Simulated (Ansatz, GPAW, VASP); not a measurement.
One calculation of W, 3 ways

```
W
1.0
    -1.58234    1.58234    1.58234
     1.58234   -1.58234    1.58234
     1.58234    1.58234   -1.58234
W
1
Direct
  0.00000 0.00000 0.00000
```

Alike in all runs: task single point; functional LDA; k mesh 12 × 12 × 12; occupations fermi-dirac, width 0.05 eV; no spin polarisation; hubbard terms W d U = 3 eV; no spin-orbit coupling. LDA stands for any of its common fits. Pressure is positive in compression and, in plane waves, holds the error of the finite cutoff, which Ansatz's Pulay term estimates and takes out.

```csv
program and potentials,plane-wave cutoff (eV),notes,band gap (eV),pressure (GPa)
"Ansatz, Ansatz PAW",420,"potentials made for PBE, which Ansatz adapts in part; Pulay term of +0.04 GPa included",no gap,-7.70
"GPAW, the program's PAW data sets (release 1.2.1) made for this functional",600,-,?,?
"VASP, LDA PAW files W_sv, 520 eV",520,-,no gap,1.35
```

Q: Estimate from the other rows what the run with GPAW, the program's PAW data sets (release 1.2.1) made for this functional gave.

A: No band gap; pressure -5.35 GPa. The other rows, which needn't bracket it: pressure -7.70 to 1.35.
